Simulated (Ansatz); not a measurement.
# Cu2O (Cuprite) under changes of volume

One of the cells (12.885 Å³/atom); the others are scaled copies at fixed shape and fractional positions:

```
Cu O
1.0
     4.26000    0.00000    0.00000
     0.00000    4.26000    0.00000
     0.00000    0.00000    4.26000
Cu O
4 2
Direct
  0.75000 0.25000 0.75000
  0.75000 0.75000 0.25000
  0.25000 0.75000 0.75000
  0.25000 0.25000 0.25000
  0.50000 0.50000 0.50000
  0.00000 0.00000 0.00000
```

```yaml
Program: Ansatz 0.2.0
Functional: r2SCAN
Potentials_or_basis: Ansatz PAW
Cutoff: "500 eV (not typed: the program's choice for these potentials)"
k_mesh: 6 × 6 × 6
Occupations: fermi-dirac, width 0.05 eV
Spin: no spin polarisation
```

| volume (Å³/atom) | energy over the lowest point (meV/atom) | pressure (GPa) | gap on the mesh (eV) |
| --- | --- | --- | --- |
| 12.112 | ? | ? | ? |
| 12.369 | 4.49 | 4.2 | 0.87 |
| 12.627 | 0.03 | 1.3 | 0.82 |
| 12.885 | 0.00 | -1.2 | 0.77 |
| 13.142 | 3.87 | -3.5 | 0.73 |
| 13.400 | 11.21 | -5.6 | 0.68 |
| 13.658 | 21.69 | -7.4 | 0.65 |

Problem. What does the run at 12.112 Å³/atom give?

Solution. Energy over the lowest point 13.83 meV/atom; pressure 7.5 GPa; gap on the mesh 0.92 eV.

Worked out: A Birch-Murnaghan fit of order 3 (a polynomial in V^(-2/3)) to the other rows has its minimum at 12.76 Å³/atom with B0 = V·E''(V) = 128 GPa and B' = 4.8. It gives 13.86 meV/atom at 12.112 Å³/atom, against the run's 13.83, and -dE/dV = 7.5 GPa, against 7.5. A straight line through the other rows of the gap, of slope -2.25 eV per unit of ln V (its deformation potential), extrapolates to 0.91 eV, against the run's 0.92.

Energies are extrapolated to zero smearing.

Caveats: the PAW data sets come from PBE, with cores solved anew for the run's functional, which leaves a small shift of forces and pressure.

A mesh can miss the band edges.
